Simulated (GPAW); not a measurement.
# TiB2 (P6/mmm) in GPAW: notebook, part 2 of 2

GPAW 26.7.0. The steps go on from the part before.

## (3) Relaxation of cell and atoms, PBEsol, target pressure 20 GPa, at which the enthalpy is minimised

Contents of run.py:

```python
from ase import Atoms
from ase.filters import FrechetCellFilter
from ase.io import write
from ase.optimize import BFGS
from ase.units import GPa
from gpaw import GPAW, PW, setup_paths

setup_paths.insert(0, '.')

atoms = Atoms(['Ti', 'B', 'B'],
              cell=[[3.0292, 0.0, 0.0],
                    [-1.5146, 2.6233641531, 0.0],
                    [0.0, 0.0, 3.2284]],
              scaled_positions=[[0.0, 0.0, 0.0],
                                [0.6666666667, 0.3333333333, 0.5],
                                [0.3333333333, 0.6666666667, 0.5]],
              pbc=True)

calc = GPAW(mode=PW(800),
            xc='PBEsol',
            kpts={'size': (7, 7, 6), 'gamma': True},
            occupations={'name': 'fermi-dirac', 'width': 0.05},
            nbands=20,
            convergence={'density': 1e-05, 'forces': 0.0001},
            maxiter=150,
            txt='gpaw.txt')
atoms.calc = calc
opt = BFGS(FrechetCellFilter(atoms, scalar_pressure=20 * GPa), trajectory='relax.traj', logfile='-')
done = opt.run(fmax=0.02, steps=60)
calc.write('gs.gpw')
write('result.traj', atoms)
print('Converged:', done)
print('Cell:', atoms.cell.cellpar().round(4))
print('Volume:', round(atoms.get_volume(), 4))
print(atoms.get_scaled_positions().round(5))
```

Potentials or basis: PAW data sets generated in the run's folder for this functional, pw.

On the command line:

```bash
> gpaw-setup -f PBEsol B Ti
> OMP_NUM_THREADS=1 python run.py
```

gpaw.txt:

```text
__  _  _
 | _ |_)|_||  |
 |__||  | ||/\| - 26.7.0

Input parameters:
  mode=PW(ecut=800.0),
  convergence={'density': 1e-05, 'forces': 0.0001},
  kpts=MonkhorstPack(size=(7, 7, 6), gamma=True),
  maxiter=150,
  nbands=20,
  occupations=Occupations(name='fermi-dirac', width=0.05),
  xc=XC(name='PBEsol')

Diagonalizing LCAO Hamiltonian
Converting LCAO to pw mode

         B  B

       Ti

Atoms  # Å, Bohr magnetons
|   | symbol |         x |        y |        z |    initial magnetic moments |
|---|--------|-----------|----------|----------|-----------------------------|
| 0 |     Ti |  0.000000 | 0.000000 | 0.000000 | ( 0.0000,  0.0000,  0.0000) |
| 1 |      B |  1.514600 | 0.874455 | 1.614200 | ( 0.0000,  0.0000,  0.0000) |
| 2 |      B | -0.000000 | 1.748909 | 1.614200 | ( 0.0000,  0.0000,  0.0000) |

Unit cell  # Å
| periodic |         x |        y |        z |  lengths |     angles |
|----------|-----------|----------|----------|----------|------------|
|      yes |  3.029200 | 0.000000 | 0.000000 | 3.029200 |  90.000000 |
|      yes | -1.514600 | 2.623364 | 0.000000 | 3.029200 |  90.000000 |
|      yes |  0.000000 | 0.000000 | 3.228400 | 3.228400 | 120.000000 |

Number of symmetries: 24
Symmetry operations  # r_c * U_cc + t_c -> r_c
|    | kind |            matrix            |
|----|------|------------------------------|
|  0 |  σ   |  1, 1, 0,  0,-1, 0,  0, 0, 1 |
|  1 |  C2  |  1, 1, 0,  0,-1, 0,  0, 0,-1 |
|  2 |  C6  |  1, 1, 0, -1, 0, 0,  0, 0, 1 |
|  3 |  S6  |  1, 1, 0, -1, 0, 0,  0, 0,-1 |
|  4 |  E   |  1, 0, 0,  0, 1, 0,  0, 0, 1 |
|  5 |  σ   |  1, 0, 0,  0, 1, 0,  0, 0,-1 |
|  6 |  σ   |  1, 0, 0, -1,-1, 0,  0, 0, 1 |
|  7 |  C2  |  1, 0, 0, -1,-1, 0,  0, 0,-1 |
|  8 |  σ   |  0, 1, 0,  1, 0, 0,  0, 0, 1 |
|  9 |  C2  |  0, 1, 0,  1, 0, 0,  0, 0,-1 |
| 10 |  C3  |  0, 1, 0, -1,-1, 0,  0, 0, 1 |
| 11 |  S3  |  0, 1, 0, -1,-1, 0,  0, 0,-1 |
| 12 |  C6  |  0,-1, 0,  1, 1, 0,  0, 0, 1 |
| 13 |  S6  |  0,-1, 0,  1, 1, 0,  0, 0,-1 |
| 14 |  σ   |  0,-1, 0, -1, 0, 0,  0, 0, 1 |
| 15 |  C2  |  0,-1, 0, -1, 0, 0,  0, 0,-1 |
| 16 |  σ   | -1, 0, 0,  1, 1, 0,  0, 0, 1 |
| 17 |  C2  | -1, 0, 0,  1, 1, 0,  0, 0,-1 |
| 18 |  C2  | -1, 0, 0,  0,-1, 0,  0, 0, 1 |
| 19 |  i   | -1, 0, 0,  0,-1, 0,  0, 0,-1 |
| 20 |  C3  | -1,-1, 0,  1, 0, 0,  0, 0, 1 |
| 21 |  S3  | -1,-1, 0,  1, 0, 0,  0, 0,-1 |
| 22 |  σ   | -1,-1, 0,  0, 1, 0,  0, 0, 1 |
| 23 |  C2  | -1,-1, 0,  0, 1, 0,  0, 0,-1 |
[... 170 lines left out ...]
|          0 |       -45.298 |     2.000 |
|          1 |       -21.780 |     2.000 |
|          2 |       -21.455 |     2.000 |
|          3 |       -21.455 |     2.000 |
|          4 |        -2.095 |     2.000 |
|          5 |         8.781 |     2.000 |
[... 9 lines left out ...]
|         15 |        18.340 |     0.000 |
|         16 |        20.497 |     0.000 |
|        ... |               |           |
|         19 |        35.356 |     0.000 |

No gap
No difference between direct/indirect transitions

Stress tensor  # eV/Ang^3
|        x |        y |        z |
|----------|----------|----------|
| 0.022220 | 0.000000 | 0.000000 |
| 0.000000 | 0.022220 | 0.000000 |
| 0.000000 | 0.000000 | 0.042582 |

Forces  # eV/Ang
|        x |        y |       z |
|----------|----------|---------|
|  0.00000 |  0.00000 | 0.00000 |  # Ti   0
|  0.00000 |  0.00000 | 0.00000 |  # B    1
| -0.00000 | -0.00000 | 0.00000 |  # B    2

Interpolating wave functions to new cell

         B  B

       Ti

Atoms  # Å, Bohr magnetons
|   | symbol |         x |        y |        z |    initial magnetic moments |
|---|--------|-----------|----------|----------|-----------------------------|
| 0 |     Ti |  0.000000 | 0.000000 | 0.000000 | ( 0.0000,  0.0000,  0.0000) |
| 1 |      B |  1.505557 | 0.869234 | 1.603233 | ( 0.0000,  0.0000,  0.0000) |
| 2 |      B | -0.000000 | 1.738468 | 1.603233 | ( 0.0000,  0.0000,  0.0000) |

Unit cell  # Å
| periodic |         x |        y |        z |  lengths |     angles |
|----------|-----------|----------|----------|----------|------------|
|      yes |  3.011115 | 0.000000 | 0.000000 | 3.011115 |  90.000000 |
|      yes | -1.505557 | 2.607702 | 0.000000 | 3.011115 |  90.000000 |
|      yes |  0.000000 | 0.000000 | 3.206465 | 3.206465 | 120.000000 |

Number of symmetries: 24
Symmetry operations  # r_c * U_cc + t_c -> r_c
|    | kind |            matrix            |
|----|------|------------------------------|
|  0 |  σ   |  1, 1, 0,  0,-1, 0,  0, 0, 1 |
|  1 |  C2  |  1, 1, 0,  0,-1, 0,  0, 0,-1 |
|  2 |  C6  |  1, 1, 0, -1, 0, 0,  0, 0, 1 |
|  3 |  S6  |  1, 1, 0, -1, 0, 0,  0, 0,-1 |
|  4 |  E   |  1, 0, 0,  0, 1, 0,  0, 0, 1 |
|  5 |  σ   |  1, 0, 0,  0, 1, 0,  0, 0,-1 |
|  6 |  σ   |  1, 0, 0, -1,-1, 0,  0, 0, 1 |
|  7 |  C2  |  1, 0, 0, -1,-1, 0,  0, 0,-1 |
|  8 |  σ   |  0, 1, 0,  1, 0, 0,  0, 0, 1 |
|  9 |  C2  |  0, 1, 0,  1, 0, 0,  0, 0,-1 |
| 10 |  C3  |  0, 1, 0, -1,-1, 0,  0, 0, 1 |
| 11 |  S3  |  0, 1, 0, -1,-1, 0,  0, 0,-1 |
| 12 |  C6  |  0,-1, 0,  1, 1, 0,  0, 0, 1 |
| 13 |  S6  |  0,-1, 0,  1, 1, 0,  0, 0,-1 |
| 14 |  σ   |  0,-1, 0, -1, 0, 0,  0, 0, 1 |
| 15 |  C2  |  0,-1, 0, -1, 0, 0,  0, 0,-1 |
| 16 |  σ   | -1, 0, 0,  1, 1, 0,  0, 0, 1 |
| 17 |  C2  | -1, 0, 0,  1, 1, 0,  0, 0,-1 |
| 18 |  C2  | -1, 0, 0,  0,-1, 0,  0, 0, 1 |
| 19 |  i   | -1, 0, 0,  0,-1, 0,  0, 0,-1 |
| 20 |  C3  | -1,-1, 0,  1, 0, 0,  0, 0, 1 |
| 21 |  S3  | -1,-1, 0,  1, 0, 0,  0, 0,-1 |
| 22 |  σ   | -1,-1, 0,  0, 1, 0,  0, 0, 1 |
| 23 |  C2  | -1,-1, 0,  0, 1, 0,  0, 0,-1 |
[... 165 lines left out ...]
Fermi level: 11.514
Eigenvalues  # (at kpt = [0.000, 0.000, 0.000])
| band index |      eig [eV] | occ [0-2] |
|------------|---------------|-----------|
|          0 |       -45.013 |     2.000 |
|          1 |       -21.500 |     2.000 |
|          2 |       -21.163 |     2.000 |
|          3 |       -21.163 |     2.000 |
|          4 |        -1.959 |     2.000 |
|          5 |         8.971 |     2.000 |
[... 9 lines left out ...]
|         15 |        18.726 |     0.000 |
|         16 |        20.979 |     0.000 |
|        ... |               |           |
|         19 |        35.985 |     0.000 |

No gap
No difference between direct/indirect transitions

Stress tensor  # eV/Ang^3
|         x |         y |        z |
|-----------|-----------|----------|
| -0.009707 |  0.000000 | 0.000000 |
| -0.000000 | -0.009707 | 0.000000 |
|  0.000000 |  0.000000 | 0.015692 |

Forces  # eV/Ang
|       x |        y |       z |
|---------|----------|---------|
| 0.00000 | -0.00000 | 0.00000 |  # Ti   0
| 0.00000 |  0.00000 | 0.00000 |  # B    1
| 0.00000 | -0.00000 | 0.00000 |  # B    2

Interpolating wave functions to new cell

        B
           B

       Ti

Atoms  # Å, Bohr magnetons
|   | symbol |         x |        y |         z |    initial magnetic moments |
|---|--------|-----------|----------|-----------|-----------------------------|
| 0 |     Ti |  0.000000 | 0.000000 | -0.000000 | ( 0.0000,  0.0000,  0.0000) |
| 1 |      B |  1.472768 | 0.850303 |  1.560729 | ( 0.0000,  0.0000,  0.0000) |
| 2 |      B | -0.000000 | 1.700606 |  1.560729 | ( 0.0000,  0.0000,  0.0000) |

Unit cell  # Å
| periodic |         x |         y |        z |  lengths |     angles |
|----------|-----------|-----------|----------|----------|------------|
|      yes |  2.945536 | -0.000000 | 0.000000 | 2.945536 |  90.000000 |
|      yes | -1.472768 |  2.550909 | 0.000000 | 2.945536 |  90.000000 |
|      yes | -0.000000 | -0.000000 | 3.121457 | 3.121457 | 120.000000 |

Number of symmetries: 24
Symmetry operations  # r_c * U_cc + t_c -> r_c
|    | kind |            matrix            |
|----|------|------------------------------|
|  0 |  σ   |  1, 1, 0,  0,-1, 0,  0, 0, 1 |
|  1 |  C2  |  1, 1, 0,  0,-1, 0,  0, 0,-1 |
|  2 |  C6  |  1, 1, 0, -1, 0, 0,  0, 0, 1 |
|  3 |  S6  |  1, 1, 0, -1, 0, 0,  0, 0,-1 |
|  4 |  E   |  1, 0, 0,  0, 1, 0,  0, 0, 1 |
|  5 |  σ   |  1, 0, 0,  0, 1, 0,  0, 0,-1 |
|  6 |  σ   |  1, 0, 0, -1,-1, 0,  0, 0, 1 |
|  7 |  C2  |  1, 0, 0, -1,-1, 0,  0, 0,-1 |
|  8 |  σ   |  0, 1, 0,  1, 0, 0,  0, 0, 1 |
|  9 |  C2  |  0, 1, 0,  1, 0, 0,  0, 0,-1 |
| 10 |  C3  |  0, 1, 0, -1,-1, 0,  0, 0, 1 |
| 11 |  S3  |  0, 1, 0, -1,-1, 0,  0, 0,-1 |
| 12 |  C6  |  0,-1, 0,  1, 1, 0,  0, 0, 1 |
| 13 |  S6  |  0,-1, 0,  1, 1, 0,  0, 0,-1 |
| 14 |  σ   |  0,-1, 0, -1, 0, 0,  0, 0, 1 |
| 15 |  C2  |  0,-1, 0, -1, 0, 0,  0, 0,-1 |
| 16 |  σ   | -1, 0, 0,  1, 1, 0,  0, 0, 1 |
| 17 |  C2  | -1, 0, 0,  1, 1, 0,  0, 0,-1 |
| 18 |  C2  | -1, 0, 0,  0,-1, 0,  0, 0, 1 |
| 19 |  i   | -1, 0, 0,  0,-1, 0,  0, 0,-1 |
| 20 |  C3  | -1,-1, 0,  1, 0, 0,  0, 0, 1 |
| 21 |  S3  | -1,-1, 0,  1, 0, 0,  0, 0,-1 |
| 22 |  σ   | -1,-1, 0,  0, 1, 0,  0, 0, 1 |
| 23 |  C2  | -1,-1, 0,  0, 1, 0,  0, 0,-1 |
[... 1434 lines left out ...]
|          0 |       -43.949 |     2.000 |
|          1 |       -20.439 |     2.000 |
|          2 |       -20.088 |     2.000 |
|          3 |       -20.088 |     2.000 |
|          4 |        -1.420 |     2.000 |
|          5 |         9.563 |     2.000 |
[... 9 lines left out ...]
|         15 |        19.877 |     0.000 |
|         16 |        22.789 |     0.000 |
|        ... |               |           |
|         19 |        32.718 |     0.000 |

No gap
No difference between direct/indirect transitions

Stress tensor  # eV/Ang^3
|         x |         y |         z |
|-----------|-----------|-----------|
| -0.124387 | -0.000000 |  0.000000 |
| -0.000000 | -0.124387 | -0.000000 |
|  0.000000 | -0.000000 | -0.124762 |

Forces  # eV/Ang
|        x |        y |       z |
|----------|----------|---------|
|  0.00000 |  0.00000 | 0.00000 |  # Ti   0
| -0.00000 | -0.00000 | 0.00000 |  # B    1
| -0.00000 |  0.00000 | 0.00000 |  # B    2

# Writing to gs.gpw (mode='')
```

Wall time 88 s (1 thread of Arm Neoverse V2, shared host); peak memory 0.24 GiB.

Results:

* Free energy: -24.6484 eV
* Relaxed volume: 7.85 Å³/atom
* Relaxed cell: a = 2.962 Å, b = 2.962 Å, c = 3.099 Å, α = 90.00°, β = 90.00°, γ = 120.00°
* Space group after relaxing (to 0.05 Å): P6/mmm (No. 191)
* Energy change on relaxing (the enthalpy is what falls): +30.9 meV/atom
* Ionic steps: 8
* Pressure after relaxing: 19.9 GPa
* Band gap on the k mesh: none (metal or under the smearing width)

Step by step:
```
step  energy change (eV)  largest force (eV/Å)  pressure (GPa)  volume (Å³)
   1              0.0000                0.0000           -4.65        25.66
   2             -0.0056                0.0000            0.20        25.18
   3              0.1096                0.0000           21.86        23.45
   4              0.0940                0.0000           20.17        23.57
   5              0.0863                0.0000           19.34        23.61
   6              0.0840                0.0000           19.03        23.62
   7              0.0895                0.0000           19.59        23.58
   8              0.0928                0.0000           19.95        23.55
```

Final structure:
```xyz
3
Lattice="2.9621 0.0000 0.0000 -1.4811 2.5653 0.0000 0.0000 0.0000 3.0993" Properties=species:S:1:pos:R:3 pbc="T T T"
Ti    0.0000    0.0000    0.0000
B     1.4811    0.8551    1.5496
B     0.0000    1.7102    1.5496
```

Caveat: later steps reuse the first step's grids.

## (4) Relaxation of cell and atoms, PBEsol, target pressure 30 GPa, at which the enthalpy is minimised

run.py, as its differences from that of step 3:

```diff
@@ -27,3 +27,3 @@
 atoms.calc = calc
-opt = BFGS(FrechetCellFilter(atoms, scalar_pressure=20 * GPa), trajectory='relax.traj', logfile='-')
+opt = BFGS(FrechetCellFilter(atoms, scalar_pressure=30 * GPa), trajectory='relax.traj', logfile='-')
 done = opt.run(fmax=0.02, steps=60)
```

On the command line:

```bash
> gpaw-setup -f PBEsol B Ti
> OMP_NUM_THREADS=1 python run.py
```

Run time: 77 s. Hardware: 1 thread of Arm Neoverse V2, shared host; peak memory 0.24 GiB.

Results (log left out):

```
Free energy                                            : -24.5498 eV
Relaxed volume                                         : 7.64 Å³/atom
Relaxed cell                                           : a = 2.938 Å, b = 2.938 Å, c = 3.066 Å, α = 90.00°, β = 90.00°, γ = 120.00°
Space group after relaxing (to 0.05 Å)                 : P6/mmm (No. 191)
Energy change on relaxing (the enthalpy is what falls) : +63.8 meV/atom
Ionic steps                                            : 7
Pressure after relaxing                                : 29.6 GPa
Band gap on the k mesh                                 : none (metal or under the smearing width)
```

The path:
```tsv
step	energy change (eV)	largest force (eV/Å)	pressure (GPa)	volume (Å³)
1	0.0000	0.0000	-4.65	25.66
2	-0.0034	0.0000	2.28	24.99
3	0.2335	0.0000	33.23	22.74
4	0.1955	0.0000	30.07	22.93
5	0.1868	0.0000	29.34	22.96
6	0.1828	0.0000	28.91	22.97
7	0.1915	0.0000	29.60	22.92
```

Final structure:
```
Ti B
1.0
     2.93836    0.00000    0.00000
    -1.46918    2.54469    0.00000
     0.00000    0.00000    3.06570
Ti B
1 2
Direct
  0.00000 0.00000 0.00000
  0.66667 0.33333 0.50000
  0.33333 0.66667 0.50000
```

Levels at points of the mesh, in eV from the Fermi level:
| k point | band 5 | band 6 | band 7 | band 8 | band 9 | band 10 | band 11 | band 12 | band 13 | band 14 |
| --- | --- | --- | --- | --- | --- | --- | --- | --- | --- | --- |
| (0.00, 0.00, 0.00) | -13.93 | -2.90 | -2.90 | -2.28 | -1.96 | 2.38 | 2.38 | 4.50 | 4.50 | 6.22 |
| (0.00, 0.00, 0.50) | -11.53 | -7.94 | -0.51 | -0.51 | -0.24 | -0.24 | 0.60 | 0.60 | 2.34 | 6.87 |

Caveat: later steps reuse the first step's grids.

## (5) The runs side by side

| cell | target pressure | gap on the mesh (eV) | pressure (GPa) |
| --- | --- | --- | --- |
| relaxed to 10 GPa | 10 GPa | none | 9.9 |
| relaxed to 20 GPa | 20 GPa | none | 19.9 |
| relaxed to 30 GPa | 30 GPa | none | 29.6 |

Alike in all rows: task relaxation of cell and atoms; level PBEsol; potentials or basis PAW data sets generated in the run's folder for this functional, pw; no spin polarisation; k mesh 7 × 7 × 6; cutoff (eV) 800; smearing fermi-dirac 0.05 eV.

Caveats: later steps reuse the first step's grids.

Absolute energies hang on the potentials; compare differences alone.
